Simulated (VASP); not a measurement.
# BN (Qingsongite) (F-43m) in VASP: further runs

One crystal, BN (Qingsongite), is run at these levels: r2SCAN, TB-mBJ, PBE, LDA; tasks: band structure, dielectric tensor, optical spectrum, elastic constants.

Everything below comes from runs of VASP 6.6.1. Logs are shortened: lines on timing, memory, paths and dates and some standing lists are left out, and cuts for length are marked.

**Measured values to compare with.**

A printed reference work, monograph reports, for a bulk crystal of BN at 300 K: band gap 6.4 eV (indirect).

How close the calculation comes is told below.

## (1) Starting point

It takes space group F-43m (No. 216, cubic). The conventional cell has a = 3.607 Å, b = 3.607 Å, c = 3.607 Å, α = 90.00°, β = 90.00°, γ = 90.00°. B (site symmetry -43m) is surrounded by 4 N at 1.56 Å. Around N (site symmetry -43m) lie 4 B at 1.56 Å.

## (2) Band structure, r2SCAN

INCAR

```
PREC = Accurate
ENCUT = 520
EDIFF = 1E-7
ISMEAR = 0
SIGMA = 0.03
LREAL = F
LASPH = T
NELM = 80
ALGO = Normal
ISIF = 2
LWAVE = F
LCHARG = F
METAGGA = R2SCAN
LMIXTAU = T
NBANDS = 11
```

KPOINTS

```
regular mesh
0
Gamma
  14 14 14
```

POSCAR

```
BN                                      
1.0
    0.0000000000      1.8033209052      1.8033209052
    1.8033209052      0.0000000000      1.8033209052
    1.8033209052      1.8033209052      0.0000000000
  B               N             
     1     1
Direct
     0.0000000000000000    0.0000000000000000    0.0000000000000000
     0.2500000000000000    0.2500000000000000    0.2500000000000000
```

KPOINTS_OPT

```
explicit points
252
Reciprocal
 0.0000000000  0.0000000000  0.0000000000 1
 0.0357142857  0.0000000000  0.0357142857 1
 0.0714285714  0.0000000000  0.0714285714 1
 0.1071428571  0.0000000000  0.1071428571 1
 0.1428571429  0.0000000000  0.1428571429 1
 0.1785714286  0.0000000000  0.1785714286 1
[... 244 lines left out ...]
 0.5071195300  0.0142390700  0.5071195300 1
 0.4928804700 -0.0142390700  0.4928804700 1
```

Potentials or basis: VASP PAW PBE potentials, release 64 (B, N).

Launch:

```bash
$ cat potpaw_PBE.64/B/POTCAR potpaw_PBE.64/N/POTCAR > POTCAR
$ mpirun -np 1 vasp_std > vasp.out
```

OUTCAR:

```text
PREC = Accurate
   ENCUT = 520
   EDIFF = 1E-7
   ISMEAR = 0
   LREAL = F
   LASPH = T
   NELM = 80
   ISIF = 2
   METAGGA = R2SCAN

 ion  position               nearest neighbor table
   1  0.000  0.000  0.000-   2 1.56   2 1.56   2 1.56   2 1.56
   2  0.250  0.250  0.250-   1 1.56   1 1.56   1 1.56   1 1.56

  LATTYP: Found a face centered cubic cell.
 ALAT       =     3.6066418104

  Lattice vectors:

 A1 = (   0.0000000000,   1.8033209052,   1.8033209052)
 A2 = (   1.8033209052,   0.0000000000,   1.8033209052)
 A3 = (   1.8033209052,   1.8033209052,   0.0000000000)

Analysis of symmetry for initial positions (statically):
=====================================================================
 Subroutine PRICEL returns:
 Original cell was already a primitive cell.

 Routine SETGRP: Setting up the symmetry group for a
 face centered cubic supercell.

 Subroutine GETGRP returns: Found 24 space group operations
 (whereof 24 operations were pure point group operations)
 out of a pool of 48 trial point group operations.

The static configuration has the point symmetry T_d .

Analysis of symmetry for dynamics (positions and initial velocities):
=====================================================================
 Subroutine PRICEL returns:
 Original cell was already a primitive cell.

 Routine SETGRP: Setting up the symmetry group for a
 face centered cubic supercell.

 Subroutine GETGRP returns: Found 24 space group operations
 (whereof 24 operations were pure point group operations)
 out of a pool of 48 trial point group operations.

The dynamic configuration has the point symmetry T_d .

 Subroutine INISYM returns: Found 24 space group operations
 (whereof 24 operations are pure point group operations),
 and found     1 'primitive' translations

----------------------------------------------------------------------------------------

                                     Primitive cell

  volume of cell :      11.7287

  direct lattice vectors                    reciprocal lattice vectors
     0.000000000  1.803320905  1.803320905    -0.277266236  0.277266236  0.277266236
     1.803320905  0.000000000  1.803320905     0.277266236 -0.277266236  0.277266236
     1.803320905  1.803320905  0.000000000     0.277266236  0.277266236 -0.277266236

  length of vectors
     2.550280881  2.550280881  2.550280881     0.480239208  0.480239208  0.480239208

  position of ions in fractional coordinates (direct lattice)
     0.000000000  0.000000000  0.000000000
     0.250000000  0.250000000  0.250000000

  ion indices of the primitive-cell ions
   primitive index   ion index
                 1           1
                 2           2

----------------------------------------------------------------------------------------

 KPOINTS: regular mesh

Automatic generation of k-mesh.
 Grid dimensions read from file:
 generate k-points for:   14   14   14

 Generating k-lattice:

  Cartesian coordinates                     Fractional coordinates (reciprocal lattice)
    -0.019804731  0.019804731  0.019804731     0.071428571  0.000000000  0.000000000
     0.019804731 -0.019804731  0.019804731     0.000000000  0.071428571  0.000000000
     0.019804731  0.019804731 -0.019804731     0.000000000  0.000000000  0.071428571

  Length of vectors
     0.034302801  0.034302801  0.034302801

  Shift w.r.t. Gamma in fractional coordinates (k-lattice)
     0.000000000  0.000000000  0.000000000

 Subroutine IBZKPT returns following result:
 ===========================================

 Found    104 irreducible k-points:

 Following reciprocal coordinates:
            Coordinates               Weight
  0.000000  0.000000  0.000000      1.000000
  0.071429  0.000000  0.000000      8.000000
  0.142857  0.000000  0.000000      8.000000
  0.214286  0.000000  0.000000      8.000000
  0.285714  0.000000  0.000000      8.000000
  0.357143  0.000000  0.000000      8.000000
[... 16 lines left out ...]
  0.214286  0.142857  0.000000     24.000000
  0.285714  0.142857  0.000000     24.000000
 [... further k-points ...]
   k-points           NKPTS =    104   k-points in BZ     NKDIM =    104   number of bands    NBANDS=     11
   number of dos      NEDOS =    301   number of ions     NIONS =      2
   total plane-waves  NPLWV =   8000
   dimension x,y,z NGX =    20 NGY =   20 NGZ =   20
   dimension x,y,z NGXF=    40 NGYF=   40 NGZF=   40
   ions per type =               1   1
   NGX,Y,Z   is equivalent  to a cutoff of  13.04, 13.04, 13.04 a.u.
   NGXF,Y,Z  is equivalent  to a cutoff of  26.07, 26.07, 26.07 a.u.
 SYSTEM =  unknown system
   PREC   = accura    normal or accurate (medium, high low for compatibility)
   ISTART =      0    job   : 0-new  1-cont  2-samecut
   ICHARG =      2    charge: 1-file 2-atom 10-const
   ISPIN  =      1    spin polarized calculation?
   LNONCOLLINEAR =      F non collinear calculations
   LSORBIT =      F    spin-orbit coupling
   LASPH  =      T    aspherical Exc in radial PAW
   ENCUT  =  520.0 eV  38.22 Ry    6.18 a.u.   4.74  4.74  4.74*2*pi/ulx,y,z
   NELM   =     80;   NELMIN=  2; NELMDL= -5     # of ELM steps
   EDIFF  = 0.1E-06   stopping-criterion for ELM
   LREAL  =      F    real-space projection
   EDIFFG = 0.1E-05   stopping-criterion for IOM
   NSW    =      0    number of steps for IOM
   IBRION =     -1    ionic relax: 0-MD 1-quasi-New 2-CG
   NFREE  =      0    steps in history (QN), initial steepest desc. (CG)
   ISIF   =      2    stress and relaxation
   ISYM   =      2    0-nonsym 1-usesym 2-fastsym
   POTIM  = 0.5000    time-step for ionic-motion
   TEBEG  =    0.0;   TEEND  =   0.0 temperature during run
   PSTRESS=    0.0 pullay stress
   NELECT =       8.0000    total number of electrons
   NUPDOWN=      -1.0000    fix difference up-down
   EMIN   =  10.00;   EMAX   =-10.00  energy-range for DOS
   EFERMI =   0.00;   METHOD = LEGACY
   ISMEAR =     0;   SIGMA  =   0.03  broadening in eV -4-tet -1-fermi 0-gaus
   EFERMI_NEDOS =   21; number of points for ismear=-14 and -15
   IALGO  =     38    algorithm
   IMIX   =      4    mixing-type and parameters
     AMIX     =   0.40;   BMIX     =  1.00
     AMIX_MAG =   1.60;   BMIX_MAG =  1.00
  volume/ion in A,a.u.               =       5.86        39.57
  Fermi-wavevector in a.u.,A,eV,Ry     =   1.441081  2.723249 28.255427  2.076715
  Thomas-Fermi vector in A             =   2.559753
   LORBIT       =      0    0 simple, 1 ext, 2 COOP (PROOUT), +10 PAW based schemes
   METAGGA = R2SCAN    functional components
   LHFCALC =     F    Hartree Fock is set to
   AEXX    =    0.0000 exact exchange contribution
   IVDW    =     0    specifies the selected vdW correction
   LEPSILON=     F    determine dielectric tensor
   LRPA    =     F    only Hartree local field effects (RPA)
 non-spin polarized calculation
 Gauss-broadening in eV      SIGMA  =   0.03
  energy-cutoff  :      520.00
  volume of cell :       11.73
 maximum number of plane-waves:       332
   NGX =  9   NGY =  9   NGZ =  9

 number of electron       7.9999999 magnetization

 Free energy of the ion-electron system (eV)
  ---------------------------------------------------
  ext. energy  EPLUGINS =         0.00000000
  ---------------------------------------------------
  free energy    TOTEN  =       -19.17119821 eV

  energy without entropy =      -19.17119821  energy(sigma->0) =      -19.17119821

 E-fermi :   7.4990     XC(G=0): -13.6832

 val. band max:        7.3281154978   @ k =   0.0000   0.0000   0.0000
 cond. band min:      12.3128596272   @ k =   0.5000   0.5000   0.0000
 fundamental gap:      4.9847441294
 Fermi energy:         7.4990311535

 k-point     1 :       0.0000    0.0000    0.0000
  band No.  band energies     occupation
      1     -14.0439      2.00000
      2       7.3281      2.00000
      3       7.3281      2.00000
      4       7.3281      2.00000
      5      16.8884      0.00000
      6      16.8884      0.00000
      7      16.8884      0.00000
      8      18.5099      0.00000
      9      33.5979      0.00000
     10      36.1574      0.00000
     11      36.1574      0.00000

 k-point     2 :       0.0714    0.0000    0.0000
  band No.  band energies     occupation
      1     -13.9145      2.00000
      2       6.6097      2.00000
      3       7.1882      2.00000
      4       7.1882      2.00000
      5      17.0719      0.00000
      6      17.1050      0.00000
      7      17.1050      0.00000
      8      18.9437      0.00000
      9      33.4408      0.00000
     10      34.3435      0.00000
     11      34.3435      0.00000

 k-point     3 :       0.1429    0.0000    0.0000
  band No.  band energies     occupation
      1     -13.5300      2.00000
      2       4.8647      2.00000
      3       6.8293      2.00000
      4       6.8293      2.00000
      5      17.3584      0.00000
      6      17.6441      0.00000
      7      17.6441      0.00000
      8      20.0742      0.00000
      9      32.7681      0.00000
     10      32.7681      0.00000
     11      32.9831      0.00000

 k-point     4 :       0.2143    0.0000    0.0000
  band No.  band energies     occupation
      1     -12.9033      2.00000
      2       2.6996      2.00000
      3       6.3772      2.00000
      4       6.3772      2.00000
      5      17.6186      0.00000
      6      18.2463      0.00000
      7      18.2463      0.00000
      8      21.3772      0.00000
      9      32.0341      0.00000
     10      32.0341      0.00000
     11      32.4315      0.00000
[... 239 lines left out ...]
 k-point    22 :       0.1429    0.1429    0.0000
  band No.  band energies     occupation
      1     -13.3594      2.00000
      2       5.6471      2.00000
      3       5.8897      2.00000
      4       5.8897      2.00000
      5      16.0280      0.00000
      6      18.9370      0.00000
      7      18.9370      0.00000
      8      19.9203      0.00000
      9      28.5000      0.00000
     10      35.0137      0.00000
     11      37.1356      0.00000

 k-point    23 :       0.2143    0.1429    0.0000
  band No.  band energies     occupation
      1     -12.8991      2.00000
      2       4.0369      2.00000
      3       5.3362      2.00000
      4       5.7438      2.00000
      5      15.9578      0.00000
      6      19.5219      0.00000
      7      19.7869      0.00000
      8      20.5340      0.00000
      9      27.6097      0.00000
     10      35.2891      0.00000
     11      36.4449      0.00000

 k-point    24 :       0.2857    0.1429    0.0000
  band No.  band energies     occupation
      1     -12.2095      2.00000
      2       2.0355      2.00000
      3       4.8792      2.00000
      4       5.3784      2.00000
      5      16.2884      0.00000
      6      19.8783      0.00000
      7      20.4292      0.00000
      8      21.0930      0.00000
      9      27.8269      0.00000
     10      35.2015      0.00000
     11      35.9863      0.00000

 [... further k-points ...]

------------------------ aborting loop because EDIFF is reached ----------------------------------------

  FORCE on cell =-STRESS in cart. coord.  units (eV):
  Direction    XX          YY          ZZ          XY          YZ          ZX
  --------------------------------------------------------------------------------------
  -------------------------------------------------------------------------------------
  Total        0.1563415      0.1563415      0.1563415      0.0000000      0.0000000      0.0000000
  in kB       21.3567866     21.3567866     21.3567866      0.0000000      0.0000000      0.0000000
  external PRESSURE =      21.3567866 kB  Pullay stress =       0.0000000 kB

 VOLUME and BASIS-vectors are now :
 -----------------------------------------------------------------------------
  energy-cutoff  :      520.00
  volume of cell :       11.73
      direct lattice vectors                 reciprocal lattice vectors
     0.000000000  1.803320905  1.803320905    -0.277266236  0.277266236  0.277266236
     1.803320905  0.000000000  1.803320905     0.277266236 -0.277266236  0.277266236
     1.803320905  1.803320905  0.000000000     0.277266236  0.277266236 -0.277266236

 POSITION                                       TOTAL-FORCE (eV/Angst)
 -----------------------------------------------------------------------------------
      0.00000      0.00000      0.00000        -0.000000     -0.000000     -0.000000
      0.90166      0.90166      0.90166         0.000000      0.000000      0.000000
 -----------------------------------------------------------------------------------
    total drift:                                0.000000      0.000000      0.000000

  FREE ENERGIE OF THE ION-ELECTRON SYSTEM (eV)
  ---------------------------------------------------
  free  energy   TOTEN  =       -19.1711982077 eV

  energy  without entropy=      -19.1711982077  energy(sigma->0) =      -19.17119821
```

Wall time 1.9 min (1 thread of Intel Xeon Platinum 8488C (Sapphire Rapids), shared host); peak memory 0.13 GiB.

What came out:

* Free energy: -19.1712 eV
* Pressure: 2.1 GPa
* Band gap on the k mesh: 4.98 eV, indirect (least direct gap 9.56 eV)
* Band gap along the path: 4.98 eV, indirect (least direct gap 9.56 eV)

Levels at the corners of the path, in eV from the valence-band top:
```tsv
point	band 2	band 3	band 4	band 5	band 6	band 7
Γ	0.00	0.00	0.00	9.56	9.56	9.56
X	-9.37	-5.13	-5.13	4.98	9.86	19.37
X	-9.37	-5.13	-5.13	4.98	9.86	19.37
W	-8.00	-7.27	-6.73	10.36	14.34	15.51
W	-8.00	-7.27	-6.73	10.36	14.34	15.51
K	-8.55	-7.96	-4.27	7.52	13.75	17.05
K	-8.55	-7.96	-4.27	7.52	13.75	17.05
Γ	0.00	0.00	0.00	9.56	9.56	9.56
Γ	0.00	0.00	0.00	9.56	9.56	9.56
L	-11.15	-2.03	-2.03	10.88	11.51	11.51
L	-11.15	-2.03	-2.03	10.88	11.51	11.51
U	-8.55	-7.96	-4.27	7.52	13.75	17.05
U	-8.55	-7.96	-4.27	7.52	13.75	17.05
W	-8.00	-7.27	-6.73	10.36	14.34	15.51
W	-8.00	-7.27	-6.73	10.36	14.34	15.51
L	-11.15	-2.03	-2.03	10.88	11.51	11.51
L	-11.15	-2.03	-2.03	10.88	11.51	11.51
K	-8.55	-7.96	-4.27	7.52	13.75	17.05
U	-8.55	-7.96	-4.27	7.52	13.75	17.05
X	-9.37	-5.13	-5.13	4.98	9.86	19.37
```

Caveat: the PAW data sets were made with another functional, which shifts forces and pressure a little.

## (3) Band structure, TB-mBJ

POSCAR is that of step 2.

INCAR.step1

```
PREC = Accurate
ENCUT = 520
EDIFF = 1E-5
ISMEAR = 0
SIGMA = 0.03
LREAL = F
LASPH = T
NELM = 80
ALGO = Normal
ISIF = 2
LWAVE = T
LCHARG = F
NBANDS = 11
GGA = PE
```

INCAR.step2

```
PREC = Accurate
ENCUT = 520
EDIFF = 1E-7
ISMEAR = 0
SIGMA = 0.03
LREAL = F
LASPH = T
NELM = 80
ALGO = Normal
ISIF = 2
LWAVE = F
LCHARG = F
METAGGA = MBJ
NBANDS = 11
ISTART = 1
```

KPOINTS is that of step 2.

KPOINTS_OPT is that of step 2.

Potentials or basis: VASP PAW PBE potentials, release 64 (B, N).

Launch:

```bash
$ cat potpaw_PBE.64/B/POTCAR potpaw_PBE.64/N/POTCAR > POTCAR
$ cp INCAR.step1 INCAR
$ mpirun -np 1 vasp_std > vasp.out
$ cp INCAR.step2 INCAR
$ mpirun -np 1 vasp_std > vasp.out
```

OUTCAR:

```text
PREC = Accurate
   ENCUT = 520
   EDIFF = 1E-7
   ISMEAR = 0
   LREAL = F
   LASPH = T
   NELM = 80
   ISIF = 2
   METAGGA = MBJ
   ISTART = 1

 ion  position               nearest neighbor table
   1  0.000  0.000  0.000-   2 1.56   2 1.56   2 1.56   2 1.56
   2  0.250  0.250  0.250-   1 1.56   1 1.56   1 1.56   1 1.56

  LATTYP: Found a face centered cubic cell.
 ALAT       =     3.6066418104

  Lattice vectors:

[... 520 lines left out ...]
     11      35.5349      0.00000

 [... further k-points ...]

------------------------ aborting loop because EDIFF is reached ----------------------------------------

  FORCE on cell =-STRESS in cart. coord.  units (eV):
  Direction    XX          YY          ZZ          XY          YZ          ZX
  --------------------------------------------------------------------------------------
  -------------------------------------------------------------------------------------
  Total       -5.6420908     -5.6420908     -5.6420908      0.0000000      0.0000000     -0.0000000
  in kB     -770.7288285   -770.7288285   -770.7288285      0.0000000      0.0000000     -0.0000000
  external PRESSURE =    -770.7288285 kB  Pullay stress =       0.0000000 kB

 VOLUME and BASIS-vectors are now :
 -----------------------------------------------------------------------------
  energy-cutoff  :      520.00
  volume of cell :       11.73
      direct lattice vectors                 reciprocal lattice vectors
     0.000000000  1.803320905  1.803320905    -0.277266236  0.277266236  0.277266236
     1.803320905  0.000000000  1.803320905     0.277266236 -0.277266236  0.277266236
     1.803320905  1.803320905  0.000000000     0.277266236  0.277266236 -0.277266236

 POSITION                                       TOTAL-FORCE (eV/Angst)
 -----------------------------------------------------------------------------------
      0.00000      0.00000      0.00000         0.000000     -0.000000     -0.000000
      0.90166      0.90166      0.90166        -0.000000      0.000000      0.000000
 -----------------------------------------------------------------------------------
    total drift:                               -0.000000     -0.000000     -0.000000

  FREE ENERGIE OF THE ION-ELECTRON SYSTEM (eV)
  ---------------------------------------------------
  free  energy   TOTEN  =        -0.4476088391 eV

  energy  without entropy=       -0.4476088391  energy(sigma->0) =       -0.44760884
```

It took 68 s on 1 thread of Intel Xeon Platinum 8488C (Sapphire Rapids), shared host; peak memory 0.13 GiB.

What came out:

- Band gap on the k mesh: 5.80 eV, indirect (least direct gap 10.33 eV)
- Band gap along the path: 5.80 eV, indirect (least direct gap 10.33 eV)

Levels at the corners of the path, in eV from the valence-band top:
| point | band 2 | band 3 | band 4 | band 5 | band 6 | band 7 |
| --- | --- | --- | --- | --- | --- | --- |
| Γ | 0.00 | 0.00 | 0.00 | 10.33 | 10.33 | 10.33 |
| X | -8.84 | -4.71 | -4.71 | 5.80 | 10.20 | 20.36 |
| X | -8.84 | -4.71 | -4.71 | 5.80 | 10.20 | 20.36 |
| W | -7.60 | -6.67 | -6.09 | 10.94 | 15.07 | 15.90 |
| W | -7.60 | -6.67 | -6.09 | 10.94 | 15.07 | 15.90 |
| K | -8.08 | -7.28 | -3.90 | 8.20 | 14.08 | 17.88 |
| K | -8.08 | -7.28 | -3.90 | 8.20 | 14.08 | 17.88 |
| Γ | 0.00 | 0.00 | 0.00 | 10.33 | 10.33 | 10.33 |
| Γ | 0.00 | 0.00 | 0.00 | 10.33 | 10.33 | 10.33 |
| L | -10.39 | -1.85 | -1.85 | 11.15 | 12.18 | 12.18 |
| L | -10.39 | -1.85 | -1.85 | 11.15 | 12.18 | 12.18 |
| U | -8.08 | -7.28 | -3.90 | 8.20 | 14.08 | 17.88 |
| U | -8.08 | -7.28 | -3.90 | 8.20 | 14.08 | 17.88 |
| W | -7.60 | -6.67 | -6.09 | 10.94 | 15.07 | 15.90 |
| W | -7.60 | -6.67 | -6.09 | 10.94 | 15.07 | 15.90 |
| L | -10.39 | -1.85 | -1.85 | 11.15 | 12.18 | 12.18 |
| L | -10.39 | -1.85 | -1.85 | 11.15 | 12.18 | 12.18 |
| K | -8.08 | -7.28 | -3.90 | 8.20 | 14.08 | 17.88 |
| U | -8.08 | -7.28 | -3.90 | 8.20 | 14.08 | 17.88 |
| X | -8.84 | -4.71 | -4.71 | 5.80 | 10.20 | 20.36 |

Caveat: the PAW data sets were made with another functional, which shifts forces and pressure a little.

[end of part 1 of 2]
